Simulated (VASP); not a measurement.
MnO:

```xyz
2
Lattice="0.0000 2.4365 2.4365 2.4365 0.0000 2.4365 2.4365 2.4365 0.0000" Properties=species:S:1:pos:R:3 pbc="T T T"
Mn    0.0000    0.0000    0.0000
O     1.2183    1.2183    1.2183
```

Measurements of this composition are mostly on another form, of space group No. 225.

Base run:

| Property | Result |
| --- | --- |
| Program | VASP 6.6.1 |
| Functional | PBE |
| Potentials or basis | VASP PAW PBE potentials, release 64 (Mn_pv, O) |
| Cutoff | 520 eV |
| k mesh | 7 × 7 × 7 |
| Occupations | gaussian, width 0.05 eV |
| Spin | collinear spin, random start |
| Starting moments | [4.47, 0.0] μB |
| Hubbard terms | Mn d U = 7 eV |

Its results: band gap on the k mesh none (metal or under the smearing width); pressure 1.2 GPa; net moment 5.00 μB per cell.

The run is repeated on the same cell with these changes: spin from collinear spin, random start to collinear spin, zero start; moments at the start from [4.47, 0.0] to [0.0, 0.0]. What comes out?

Band gap on the k mesh none (metal or under the smearing width); pressure -23.5 GPa; net moment 0.00 μB per cell.

Caveats: a cell with one magnetic atom can't hold antiferromagnetic order, which such compounds often take (some runs).
